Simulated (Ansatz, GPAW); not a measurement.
This is a calculation of ZnO (zincite) for Ansatz 0.2.0. 

File input.yaml:

```yaml
crystal:
  lattice:
    - [3.249308, 0.0, 0.0]
    - [-1.624654, 2.8139832727, 0.0]
    - [0.0, 0.0, 5.205709]
  atoms:
    - { symbol: Zn, position: [0.6666666667, 0.3333333333, 0.0] }
    - { symbol: Zn, position: [0.3333333333, 0.6666666667, 0.5] }
    - { symbol: O, position: [0.3333333333, 0.6666666667, 0.87901] }
    - { symbol: O, position: [0.6666666667, 0.3333333333, 0.37901] }
hamiltonian:
  xc: pbe
  pseudopotentials: { kind: paw }
kpoints:
  mp_grid: { grid: [9, 9, 5] }
scf:
  occupations: { method: gaussian, width: 0.011 }
output:
  forces: true
  stress: true
  eigenvalues: true
  write_density: true
  write_potential: true
  elf: true
  volumetric_format: npy
```

Potentials or basis: Ansatz PAW.

Launch:

```bash
$ ansatz run input.yaml --threads 2 --pin off --max-ram 5632MiB --backend cpu --events-out ev --progress --plain --runs-dir out
```

Translate it to GPAW 26.7.0 (ASE script). Potentials or basis there: GPAW PAW data sets (gpaw-data 1.2.1), cutoff 800 eV.

As run (cutoffs and basis follow the program's own potentials, and thresholds, step limits or extra output files can differ):

The input run.py:

```python
from ase import Atoms
from ase.dft.bandgap import bandgap
from ase.io import write
from ase.units import GPa
from gpaw import GPAW, PW

atoms = Atoms(['Zn', 'Zn', 'O', 'O'],
              cell=[[3.249308, 0.0, 0.0],
                    [-1.624654, 2.8139832727, 0.0],
                    [0.0, 0.0, 5.205709]],
              scaled_positions=[[0.6666666667, 0.3333333333, 0.0],
                                [0.3333333333, 0.6666666667, 0.5],
                                [0.3333333333, 0.6666666667, 0.87901],
                                [0.6666666667, 0.3333333333, 0.37901]],
              pbc=True)

calc = GPAW(mode=PW(800),
            xc='PBE',
            kpts={'size': (9, 9, 5), 'gamma': True},
            occupations={'name': 'methfessel-paxton', 'order': 0, 'width': 0.011},
            nbands=31,
            convergence={'density': 1e-05, 'energy': 1e-05},
            maxiter=150,
            txt='gpaw.txt')
atoms.calc = calc
energy = atoms.get_potential_energy()
forces = atoms.get_forces()
stress = atoms.get_stress()
calc.write('gs.gpw')
write('result.traj', atoms)
print(f'Energy: {energy:.6f} eV')
print('Forces (eV/A):')
print(forces.round(4))
print('Stress (GPa):', (stress / GPa).round(3))
print('Fermi level:', round(calc.get_fermi_level(), 4), 'eV')
print(f'Gap: {bandgap(calc)[0]:.4f} eV, direct: {bandgap(calc, direct=True)[0]:.4f} eV')
```

Potentials or basis: GPAW PAW data sets (gpaw-data 1.2.1), pw.

Launch:

```sh
$ OMP_NUM_THREADS=1 python run.py
```

Both were run:

|  | Ansatz | GPAW |
| --- | --- | --- |
| Pressure | 4.9 GPa | 5.1 GPa |
| Largest force | 0.070 eV/Å | 0.073 eV/Å |

Ansatz's pressure holds a Pulay term of +0.74 GPa for its cutoff of 420 eV, which the other run lacks.

Where Ansatz's input types no cutoff or centring, it takes its own default and a Γ-centred mesh.

Pressure is positive in compression.
